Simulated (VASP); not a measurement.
# What goes wrong when the modes of SiO2 (Quartz) are computed with a bad input, part 2 of 2

Aim: see how common mistakes in a phonon run show up, on SiO2 (Quartz). The starting structure is a measured crystal structure from the Crystallography Open Database.

VASP 6.6.1.

Results so far: reference E (8) 1148.7 cm⁻¹.

### 3. Modes with one-sided displacements

Level of this step: LDA; plane waves and PAW (Si, O) (VASP).

A slip made on purpose: one-sided displacements. Against step 2 the input has NFREE = 1 (also changed: NELM).

The input, INCAR:

```
SYSTEM = SiO2
PREC = Accurate
ENCUT = 520
EDIFF = 1E-08
NELM = 60
ISMEAR = 0
SIGMA = 0.03
LREAL = .FALSE.
ALGO = Normal
GGA = CA
NBANDS = 33
LORBIT = 11
LWAVE = .FALSE.
LCHARG = .FALSE.
KPAR = 16
IBRION = 6
NFREE = 1
POTIM = 0.015
NSW = 1
ISIF = 2
```

The input, POSCAR:

```
SiO2
1.0
    4.8736383992      0.0000000000      0.0000000000
   -2.4368191996      4.2206946626      0.0000000000
    0.0000000000      0.0000000000      5.3751250363
Si O
3 6
Direct
    0.5352916155      0.5352916155      0.0000000000
    0.0000000000      0.4647083845      0.3333333333
    0.4647083845      0.0000000000      0.6666666667
    0.1355646674      0.7239852289      0.5541618846
    0.8644353326      0.5884205616      0.1125047820
    0.5884205616      0.8644353326      0.8874952180
    0.7239852289      0.1355646674      0.4458381154
    0.2760147711      0.4115794384      0.2208285513
    0.4115794384      0.2760147711      0.7791714487
```

The input, KPOINTS:

```
Automatic mesh
0
Gamma
6 6 4
0 0 0
```

PAW data sets: Si and O (LDA family, release 64).

Started as:

```sh
> mpirun -np 16 vasp_std
```

What it wrote:

```text
[banner, memory and clock lines left out]
running   16 mpi-ranks, on    1 nodes
[...]
[... a notice as in an earlier step ...]

 LDA part: xc-table for (Slater(with rela. corr.)+CA(PZ))
 , standard interpolation
 POSCAR, INCAR and KPOINTS ok, starting setup
[...]
entering main loop
       N       E                     dE             d eps       ncg     rms          rms(c)
[... 15 cycles as in an earlier step ...]
   1 F= -.77909077E+02 E0= -.77909077E+02  d E =-.108599E-17
[... from here on, the cycles between the ionic steps are left out ...]
   2 F= -.77903853E+02 E0= -.77903853E+02  d E =-.409121E-18
   3 F= -.77903633E+02 E0= -.77903633E+02  d E =-.159065E-17
   4 F= -.77907354E+02 E0= -.77907354E+02  d E =-.275074E-19
   5 F= -.77905245E+02 E0= -.77905245E+02  d E =-.177262E-18
   6 F= -.77906233E+02 E0= -.77906233E+02  d E =-.432033E-17
 Finite differences progress:
  Degree of freedom:   5/  5
  Displacement:        1/  1
  Total:               5/  5
```

The job ended after 45 s (16 MPI ranks of Intel Xeon 6975P-C (Granite Rapids), shared host; peak memory 7.5 GiB; 12 min of CPU time).

From OUTCAR (step 3):

```text
  Total        0.0861410     -0.0893641     -0.2790645      0.1178639     -0.1590410      0.0781680
  in kB        1.2482304     -1.2949346     -4.0437969      1.7079122     -2.3045915      1.1326968
  external PRESSURE =      -1.3635004 kB  Pullay stress =       0.0000000 kB

 POSITION                                       TOTAL-FORCE (eV/Angst)
 -----------------------------------------------------------------------------------
      1.30441      2.25930      0.00000        -0.010069      0.018346     -0.045932
     -1.13241      1.96139      1.79171        -0.001145      0.161553      0.208879
      2.26482      0.00000      3.58342         0.075942      0.092495      0.097363
     -1.10353      3.05572      2.99369        -0.109247     -0.337280     -0.376491
      2.77907      2.48354      0.60473         0.029131      0.011895      0.050245
      0.76128      3.64852      4.77040         0.033562      0.004946      0.029535
      3.19810      0.57218      2.39644         0.000738      0.006717     -0.013420
      0.34225      1.73715      1.18698        -0.021668      0.012508      0.028897
      1.33329      1.16497      4.18814         0.002755      0.028819      0.020923
 -----------------------------------------------------------------------------------
    total drift:                               -0.000586     -0.000472     -0.000506

  FREE ENERGIE OF THE ION-ELECTRON SYSTEM (eV)
  ---------------------------------------------------
  free  energy   TOTEN  =       -77.9062330034 eV

  energy  without entropy=      -77.9062330034  energy(sigma->0) =      -77.90623300

[... 2 parts as in an earlier step ...]

[... 1 further part left out ...]
[key lines of the parts left out:]
E-fermi :   1.2077
```

The last energy, forces and stress in OUTCAR belong to the last displaced cell, not to that of POSCAR.

With one-sided displacements the modes are at the top E (8) 1149.1, A1 (4) 1089.1 cm⁻¹, at the bottom A1 (1) 223.1, E (1) 131.2 cm⁻¹, with 12 more of the listed ones between; the largest shift is +5.2 cm⁻¹, in E (6), from the reference.

### 4. Modes with a k mesh far too coarse

A slip made on purpose: a k mesh far too coarse. Against step 2 the input has a 1×1×1 mesh (also changed: NELM and KPAR).

INCAR, as its differences from that of step 3:

```diff
@@ -14,5 +14,4 @@
 LCHARG = .FALSE.
-KPAR = 16
 IBRION = 6
-NFREE = 1
+NFREE = 2
 POTIM = 0.015
```

POSCAR is that of step 3.

The input, KPOINTS:

```
Automatic mesh
0
Gamma
1 1 1
0 0 0
```

Started as:

```sh
> mpirun -np 16 vasp_std
```

What it wrote:

```text
[banner, memory and clock lines left out]
running   16 mpi-ranks, on    1 nodes
[...]
[... a notice as in an earlier step ...]

 LDA part: xc-table for (Slater(with rela. corr.)+CA(PZ))
 , standard interpolation
|                                                                             |
|           W    W    AA    RRRRR   N    N  II  N    N   GGGG   !!!           |
|           W    W   A  A   R    R  NN   N  II  NN   N  G    G  !!!           |
|           W    W  A    A  R    R  N N  N  II  N N  N  G       !!!           |
|           W WW W  AAAAAA  RRRRR   N  N N  II  N  N N  G  GGG   !            |
|           WW  WW  A    A  R   R   N   NN  II  N   NN  G    G                |
|           W    W  A    A  R    R  N    N  II  N    N   GGGG   !!!           |
|                                                                             |
|     The number of bands has been changed from the values supplied in        |
|     The orbitals not found in the WAVECAR file will be initialized with     |
[...]
DAV:   3    -0.873304574936E+02   -0.10387E+02   -0.10360E+02   112   0.429E+01
DAV:   4    -0.874011775823E+02   -0.70720E-01   -0.70718E-01   128   0.399E+00
[...]
DAV:  13    -0.774443308628E+02   -0.15429E-06   -0.32972E-07   128   0.233E-03    0.315E-03
DAV:  14    -0.774443308805E+02   -0.17655E-07   -0.20370E-08   112   0.630E-04    0.459E-04
DAV:  15    -0.774443308801E+02    0.33288E-09   -0.26217E-09    96   0.250E-04
   1 F= -.77444331E+02 E0= -.77444331E+02  d E =-.535027E-27
[... from here on, the cycles between the ionic steps are left out ...]
   2 F= -.77442345E+02 E0= -.77442345E+02  d E =-.903182E-25
   3 F= -.77435933E+02 E0= -.77435933E+02  d E =-.187418E-23
   4 F= -.77438964E+02 E0= -.77438964E+02  d E =-.202043E-20
   5 F= -.77438964E+02 E0= -.77438964E+02  d E =-.358413E-22
   6 F= -.77437475E+02 E0= -.77437475E+02  d E =-.117171E-25
   7 F= -.77447662E+02 E0= -.77447662E+02  d E =-.183910E-25
   8 F= -.77449926E+02 E0= -.77449926E+02  d E =-.736887E-26
   9 F= -.77430948E+02 E0= -.77430948E+02  d E =-.460199E-26
  10 F= -.77448992E+02 E0= -.77448992E+02  d E =-.805245E-27
  11 F= -.77434080E+02 E0= -.77434080E+02  d E =-.919746E-26
 Finite differences progress:
  Degree of freedom:   5/  5
  Displacement:        2/  2
  Total:              10/ 10
```

Run time: 3.8 s. Hardware: 16 MPI ranks; peak memory 2.1 GiB; 48 s of CPU time.

Parts of OUTCAR (step 4):

```text
  Total       -1.1341990     -0.9377777     -1.3218529     -0.0981223      0.1696447     -0.0726408
  in kB      -16.4351635    -13.5889115    -19.1543710     -1.4218455      2.4582437     -1.0526052
  external PRESSURE =     -16.3928153 kB  Pullay stress =       0.0000000 kB

 POSITION                                       TOTAL-FORCE (eV/Angst)
 -----------------------------------------------------------------------------------
      1.30441      2.25930      0.00000         0.227817      0.360072      0.043865
     -1.13241      1.96139      1.79171         0.214194     -0.555081     -0.210919
      2.26482      0.00000      3.58342        -0.504232     -0.084966     -0.097547
     -1.10353      3.05572      2.96369        -0.246708      0.981314      0.873460
      2.77907      2.48354      0.60473        -0.408445      0.599204     -0.547221
      0.76128      3.64852      4.77040         0.687565     -0.027310      0.467654
      3.19810      0.57218      2.39644         0.730899      0.012307     -0.481441
      0.34225      1.73715      1.18698        -0.356627     -0.622532      0.467010
      1.33329      1.16497      4.18814        -0.344464     -0.663009     -0.514860
 -----------------------------------------------------------------------------------
    total drift:                               -0.000063     -0.000667     -0.000144

  FREE ENERGIE OF THE ION-ELECTRON SYSTEM (eV)
  ---------------------------------------------------
  free  energy   TOTEN  =       -77.4340796146 eV

  energy  without entropy=      -77.4340796146  energy(sigma->0) =      -77.43407961

[... 1 part as in an earlier step ...]

[... 2 further parts left out ...]
[key lines of the parts left out:]
E-fermi :   0.9787
```

With a k mesh far too coarse the modes are at the top E (8) 1141.7, A1 (4) 1086.6 cm⁻¹, at the bottom A1 (1) 226.0, E (1) 76.2 cm⁻¹, with 12 more of the listed ones between; the largest shift is -52.7 cm⁻¹, in E (1), from the reference.

### 5. Modes with a loose electronic threshold

A slip made on purpose: a loose electronic threshold. Against step 2 the input has EDIFF = 1E-04 (also changed: NELM).

INCAR, as its differences from that of step 4:

```diff
@@ -3,3 +3,3 @@
 ENCUT = 520
-EDIFF = 1E-08
+EDIFF = 1E-04
 NELM = 60
@@ -14,2 +14,3 @@
 LCHARG = .FALSE.
+KPAR = 16
 IBRION = 6
```

POSCAR is that of step 4.

The input, KPOINTS:

```
Automatic mesh
0
Gamma
6 6 4
0 0 0
```

Started as:

```sh
> mpirun -np 16 vasp_std
```

What it wrote:

```text
[... set-up lines as in an earlier step ...]
 entering main loop
       N       E                     dE             d eps       ncg     rms          rms(c)
[... 10 cycles as in an earlier step ...]
DAV:  11    -0.779090779224E+02    0.65057E-04   -0.52653E-04  1983   0.136E-01
   1 F= -.77909078E+02 E0= -.77909078E+02  d E =-.881047E-18
[... from here on, the cycles between the ionic steps are left out ...]
   2 F= -.77903861E+02 E0= -.77903861E+02  d E =-.350816E-18
   3 F= -.77904011E+02 E0= -.77904011E+02  d E =-.111891E-16
   4 F= -.77903638E+02 E0= -.77903638E+02  d E =-.334409E-18
   5 F= -.77903645E+02 E0= -.77903645E+02  d E =-.235635E-16
   6 F= -.77907356E+02 E0= -.77907356E+02  d E =-.112354E-19
   7 F= -.77907422E+02 E0= -.77907422E+02  d E =-.105275E-15
   8 F= -.77905245E+02 E0= -.77905245E+02  d E =-.884870E-19
   9 F= -.77905249E+02 E0= -.77905249E+02  d E =-.113096E-16
  10 F= -.77906236E+02 E0= -.77906236E+02  d E =-.320298E-18
  11 F= -.77906188E+02 E0= -.77906188E+02  d E =-.230715E-17
 Finite differences progress:
  Degree of freedom:   5/  5
  Displacement:        2/  2
  Total:              10/ 10
```

Run time: 46 s. Hardware: 16 MPI ranks; peak memory 7.6 GiB; 12 min of CPU time.

Parts of OUTCAR (step 5):

```text
  Total       -0.0909888      0.0992469      0.2455983     -0.1120033      0.1706179     -0.0767076
  in kB       -1.3184770      1.4381416      3.5588538     -1.6229897      2.4723472     -1.1115349
  external PRESSURE =       1.2261728 kB  Pullay stress =       0.0000000 kB

 POSITION                                       TOTAL-FORCE (eV/Angst)
 -----------------------------------------------------------------------------------
      1.30441      2.25930      0.00000         0.009154     -0.018754      0.038906
     -1.13241      1.96139      1.79171        -0.000913     -0.177449     -0.223946
      2.26482      0.00000      3.58342        -0.073117     -0.091519     -0.097675
     -1.10353      3.05572      2.96369         0.106498      0.360857      0.417273
      2.77907      2.48354      0.60473        -0.029887     -0.010191     -0.054607
      0.76128      3.64852      4.77040        -0.032377     -0.004172     -0.035281
      3.19810      0.57218      2.39644         0.000355     -0.010670      0.011854
      0.34225      1.73715      1.18698         0.024217     -0.017253     -0.034862
      1.33329      1.16497      4.18814        -0.003930     -0.030850     -0.021662
 -----------------------------------------------------------------------------------
    total drift:                               -0.001287      0.002853      0.031159

  FREE ENERGIE OF THE ION-ELECTRON SYSTEM (eV)
  ---------------------------------------------------
  free  energy   TOTEN  =       -77.9061880633 eV

  energy  without entropy=      -77.9061880633  energy(sigma->0) =      -77.90618806

[... 2 parts as in an earlier step ...]

[... 1 further part left out ...]
[key lines of the parts left out:]
E-fermi :   1.2071
```

With a loose electronic threshold the modes are at the top E (8) 1171.9, A1 (4) 1104.9 cm⁻¹, at the bottom A1 (1) 253.9, E (1) 179.6 cm⁻¹, with 12 more of the listed ones between; the largest shift is +50.7 cm⁻¹, in E (1), from the reference.

### 6. Modes with low precision and real-space projectors

A slip made on purpose: low precision and real-space projectors. Against step 2 the input has PREC = Low and LREAL = Auto (also changed: NELM).

INCAR, as its differences from that of step 5:

```diff
@@ -1,5 +1,5 @@
 SYSTEM = SiO2
-PREC = Accurate
+PREC = Low
 ENCUT = 520
-EDIFF = 1E-04
+EDIFF = 1E-08
 NELM = 60
@@ -7,3 +7,3 @@
 SIGMA = 0.03
-LREAL = .FALSE.
+LREAL = Auto
 ALGO = Normal
```

POSCAR is that of step 5.

KPOINTS is that of step 5.

Started as:

```sh
> mpirun -np 16 vasp_std
```

What it wrote:

```text
[... set-up lines as in an earlier step ...]
 entering main loop
       N       E                     dE             d eps       ncg     rms          rms(c)
DAV:   1     0.267426202843E+03    0.26743E+03   -0.25357E+04  1584   0.135E+03
DAV:   2    -0.703227550817E+02   -0.33775E+03   -0.32781E+03  2030   0.310E+02
DAV:   3    -0.876331226400E+02   -0.17310E+02   -0.17249E+02  2014   0.742E+01
DAV:   4    -0.878200232624E+02   -0.18690E+00   -0.18672E+00  1984   0.872E+00
[...]
DAV:  13    -0.779945017698E+02   -0.79044E-08   -0.24681E-06  2000   0.880E-03    0.177E-03
DAV:  14    -0.779945018080E+02   -0.38272E-07   -0.69932E-08  1936   0.160E-03    0.932E-04
DAV:  15    -0.779945018064E+02    0.16571E-08   -0.23491E-08  1552   0.815E-04
   1 F= -.77994502E+02 E0= -.77994502E+02  d E =-.174122E-17
[... from here on, the cycles between the ionic steps are left out ...]
   2 F= -.77990838E+02 E0= -.77990838E+02  d E =-.652954E-18
   3 F= -.77990008E+02 E0= -.77990008E+02  d E =-.212096E-16
   4 F= -.77993683E+02 E0= -.77993683E+02  d E =-.131753E-17
   5 F= -.77993683E+02 E0= -.77993683E+02  d E =-.612774E-16
   6 F= -.77996821E+02 E0= -.77996821E+02  d E =-.179800E-19
   7 F= -.77992303E+02 E0= -.77992303E+02  d E =-.184662E-15
   8 F= -.77989802E+02 E0= -.77989802E+02  d E =-.188673E-18
   9 F= -.77992677E+02 E0= -.77992677E+02  d E =-.180839E-16
  10 F= -.77995445E+02 E0= -.77995445E+02  d E =-.656890E-18
  11 F= -.77990729E+02 E0= -.77990729E+02  d E =-.427067E-17
 Finite differences progress:
  Degree of freedom:   5/  5
  Displacement:        2/  2
  Total:              10/ 10
```

Run time: 41 s. Hardware: 16 MPI ranks; peak memory 6.3 GiB; 11 min of CPU time.

From OUTCAR (step 6):

```text
  Total        0.5513497      0.6365383      0.7361802     -0.1192913      0.1012113     -0.1465910
  in kB        7.9893583      9.2237885     10.6676542     -1.7285958      1.4666070     -2.1241838
  external PRESSURE =       9.2936003 kB  Pullay stress =       0.0000000 kB

 POSITION                                       TOTAL-FORCE (eV/Angst)
 -----------------------------------------------------------------------------------
      1.30441      2.25930      0.00000        -0.035796     -0.058274      0.044484
     -1.13241      1.96139      1.79171        -0.044137     -0.110954     -0.226959
      2.26482      0.00000      3.58342        -0.025524     -0.074026     -0.099546
     -1.10353      3.05572      2.96369         0.437327      0.117724      0.448734
      2.77907      2.48354      0.60473        -0.077713     -0.239983     -0.061554
      0.76128      3.64852      4.77040        -0.240104     -0.140434     -0.022016
      3.19810      0.57218      2.39644        -0.213046      0.157554     -0.029870
      0.34225      1.73715      1.18698        -0.019750      0.258015     -0.014673
      1.33329      1.16497      4.18814         0.218742      0.090378     -0.038601
 -----------------------------------------------------------------------------------
    total drift:                                0.125695     -0.135682      0.013676

  FREE ENERGIE OF THE ION-ELECTRON SYSTEM (eV)
  ---------------------------------------------------
  free  energy   TOTEN  =       -77.9907294968 eV

  energy  without entropy=      -77.9907294968  energy(sigma->0) =      -77.99072950

[... 2 parts as in an earlier step ...]

[... 1 further part left out ...]
[key lines of the parts left out:]
E-fermi :   1.2055
```

Three frequencies should lie near zero, those of the translations, and here fewer than three do (the smallest in size are 117.2, 117.2 and -170.3 cm⁻¹), so no mode of this run is used. As printed, the frequencies run from -379.6 to 1100.3 cm⁻¹, imaginary ones as negative numbers.

### 7. All runs side by side

```
                                    run                 ended   E (8)  A1 (4)  A2 (4)   E (7)  A1 (2)  E (2)  A1 (1)  E (1)  imaginary modes, each partner counted  core minutes
                              reference             converged  1148.7  1085.4  1080.7  1070.2   337.6  254.9   223.5  128.9                                      0          34.9
                one-sided displacements             converged  1149.1  1089.1  1082.8  1071.2   340.4  250.7   223.1  131.2                                      0          12.0
                a k mesh far too coarse             converged  1141.7  1086.6  1065.6  1069.8   329.2  291.1   226.0   76.2                                      0          1.01
           a loose electronic threshold             converged  1171.9  1104.9  1097.2  1087.4   351.5  280.0   253.9  179.6                                      0          12.3
low precision and real-space projectors  finished, not usable       -       -       -       -       -      -       -      -                                      -          10.9
```

Modes are in cm⁻¹, degenerate ones as one, matched between runs by symmetry and order. A number in brackets counts the listed modes of one symmetry from the lowest. The symmetry labels come from an automatic analysis and can be wrong where levels nearly coincide. Between the highest four and the lowest four, 8 more are left out. Core minutes are wall time times ranks of the run shown, on a shared host.

### 8. Outcome

| Property | Result |
| --- | --- |
| E (8), reference | 1148.7 cm⁻¹ |
| E (1), reference | 128.9 cm⁻¹ |
| E (8), one-sided displacements | 1149.1 cm⁻¹ |
| E (1), one-sided displacements | 131.2 cm⁻¹ |
| E (8), a k mesh far too coarse | 1141.7 cm⁻¹ |
| E (1), a k mesh far too coarse | 76.2 cm⁻¹ |
| E (8), a loose electronic threshold | 1171.9 cm⁻¹ |
| E (1), a loose electronic threshold | 179.6 cm⁻¹ |
| run with low precision and real-space projectors | finished, not usable |

What this shows: Finished, but so rough that the translations don't all come out near zero: low precision and real-space projectors. Finished, but with signs in the output that stand out against the reference: one-sided displacements, with modes off by up to +5.2 cm⁻¹, in E (6) (signs: a translation at -8 cm⁻¹ instead of zero); a k mesh far too coarse, with modes off by up to -53 cm⁻¹, in E (1) (signs: a pressure of -1.8 GPa on the undisplaced cell and forces of up to 0.87 eV/Å on the undisplaced atoms); a loose electronic threshold, with modes off by up to +51 cm⁻¹, in E (1) (signs: a translation at -7 cm⁻¹ instead of zero). The frequencies are harmonic, and the splitting of polar modes by their long-range field is left out. Further runs on this material are not shown.

[Lines on the potential files, build, host, timing and source positions are cut from VASP's logs without a mark.]

[Logs are printed without paths, hosts, clocks, repeated set-up lines and the standing remarks that a program may print on its own settings, such as how far it seeks lower states.]

[Hosts, paths, dates, database ids (printed as entryN), source tags and the programs' standing remarks are cut or masked in the printed files.]
